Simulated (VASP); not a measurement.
Crystal: Cu3Au (Auricupride).

```
Cu Au
1.0
     3.74000    0.00000    0.00000
     0.00000    3.74000    0.00000
     0.00000    0.00000    3.74000
Cu Au
3 1
Direct
  0.00000 0.50000 0.50000
  0.50000 0.00000 0.50000
  0.50000 0.50000 0.00000
  0.00000 0.00000 0.00000
```

* Program: VASP 6.6.1
* Task: relaxation of cell and atoms
* Functional: LDA
* Potentials or basis: VASP PAW LDA potentials, release 64 (Cu, Au)
* Cutoff: 600 eV
* k mesh: 10 × 10 × 10
* Occupations: methfessel-paxton, width 0.1 eV
* Spin: no spin polarisation

At the start: pressure -8.5 GPa; volume 13.08 Å³/atom.

How do energy, volume and symmetry change on relaxing?

Over 3 steps the energy falls by 19.0 meV/atom and the volume is 12.41 Å³/atom (-5.1 %); space group Pm-3m (No. 221, to 0.05 Å).

The path:
```
step  energy change (eV)  largest force (eV/Å)  pressure (GPa)  volume (Å³)
   1              0.0000                0.0000           -8.46        52.31
   2             -0.0026                0.0000           10.46        47.26
   3             -0.0760                0.0000           -0.10        49.64
```

Final structure:
```cif
data_structure
_symmetry_space_group_name_H-M 'P 1'
_symmetry_Int_Tables_number 1
_cell_length_a 3.6751
_cell_length_b 3.6751
_cell_length_c 3.6751
_cell_angle_alpha 90.000
_cell_angle_beta 90.000
_cell_angle_gamma 90.000
_cell_volume 49.64
loop_
_atom_site_label
_atom_site_type_symbol
_atom_site_fract_x
_atom_site_fract_y
_atom_site_fract_z
_atom_site_occupancy
Cu1 Cu 0.00000 0.50000 0.50000 1
Cu2 Cu 0.50000 0.00000 0.50000 1
Cu3 Cu 0.50000 0.50000 0.00000 1
Au1 Au 0.00000 0.00000 0.00000 1
```
